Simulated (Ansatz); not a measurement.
**NaH (Pm-3m): scan of the energy under strain, by script**

What does a strain cost in NaH (Pm-3m)? Wanted for NaH (Pm-3m): a scan of the energy under strain.

All numbers are computed with the Python package of Ansatz 0.2.0. Level of theory: DFT r2SCAN, plane waves, PAW.

## 1. The structure

Symmetry: Pm-3m, No. 221, cubic system. The conventional cell has a = 2.955 Å, b = 2.955 Å, c = 2.955 Å, α = 90.00°, β = 90.00°, γ = 90.00°. Around Na (site symmetry m-3m) lie 8 H at 2.56 Å. H (site symmetry m-3m) is surrounded by 8 Na at 2.56 Å.

The script holds or builds the structure itself.

## 2. The script

run_strain.py reads:

```python
'''A biaxial strain scan of NaH.'''

import warnings

import ansatz as az
import numpy as np
from tabulate import tabulate

vectors0 = np.array([
    [2.95512, 0.0, 0.0],
    [0.0, 2.95512, 0.0],
    [0.0, 0.0, 2.95512],
])
sites = [
    ('Na', [0.0, 0.0, 0.0]),
    ('H', [0.5, 0.5, 0.5]),
]


def build(cell):
    crystal = az.Crystal(lattice=az.Lattice.of(cell))
    for symbol, position in sites:
        crystal = crystal.atom(symbol, position)
    return crystal


def main() -> None:
    warnings.simplefilter('ignore', az.DeckWarning)

    # clamped ions: the fractional positions stay as typed
    values = np.linspace(-0.02, 0.02, 7)
    energies = []
    for d in values:
        strain = np.diag([d, d, 0])
        cell = vectors0 @ (np.eye(3) + strain)
        job = build(cell).calculation()
        job = job.functional('r2scan')
        job = job.pseudopotentials('paw').basis(600)
        job = job.occupations('gaussian', width=0.02)
        job = job.kpoints(6, 6, 6)
        data = job.run(threads=1).report
        energies.append(data['free_energy_ev'] / len(sites))
        print(f'd = {d:+.4f}  F = {energies[-1]:.5f} eV/atom')
    energies = np.array(energies)

    print(tabulate(zip(values, 1000 * (energies - energies.min())), headers=['strain', 'dE (meV/atom)'], floatfmt='.3f'))
    curvature = 2 * np.polyfit(values, energies, 3)[1]
    volume = abs(np.linalg.det(vectors0)) / len(sites)
    print(f'd2E/dd2 over the volume: {curvature / volume * 160.21766:.1f} GPa')


if __name__ == '__main__':
    main()
```

## 3. The calls as engine input

The engine receives this input (first run):

```yaml
crystal:
  lattice:
    - [2.8960176, 0.0, 0.0]
    - [0.0, 2.8960176, 0.0]
    - [0.0, 0.0, 2.95512]
  atoms:
    - { symbol: Na, position: [0.0, 0.0, 0.0] }
    - { symbol: H, position: [0.5, 0.5, 0.5] }
basis:
  ecutwfc: 600.0
kpoints:
  mp_grid:
    grid: [6, 6, 6]
hamiltonian:
  xc: r2scan
  pseudopotentials:
    kind: paw
scf:
  occupations:
    method: gaussian
    width: 0.02
```

## 4. Launch

The run is started by

```bash
$ python run_strain.py
```

**Question.** How much energy does this biaxial strain cost, and what curvature follows?

As calculated:

| quantity | value |
| --- | --- |
| curvature under the strain | 172.6 GPa |
| runs compared | 7 |
| range of energy | 4.71 meV/atom |
| lowest point, strain | -0.007 |

In words: Against the unstrained cell the energy per atom changes by +1.12 meV at one end of the scan and +4.44 meV at the other, and its second derivative over the volume is 172.6 GPa. Caveats:
- The curvature belongs to this strain pattern and to the cell's stress; it equals a single elastic constant only for simple patterns.
- The structure comes from a database of computed cells and needn't be a stable or known phase.
- The ions keep their fractional positions (clamped ions).
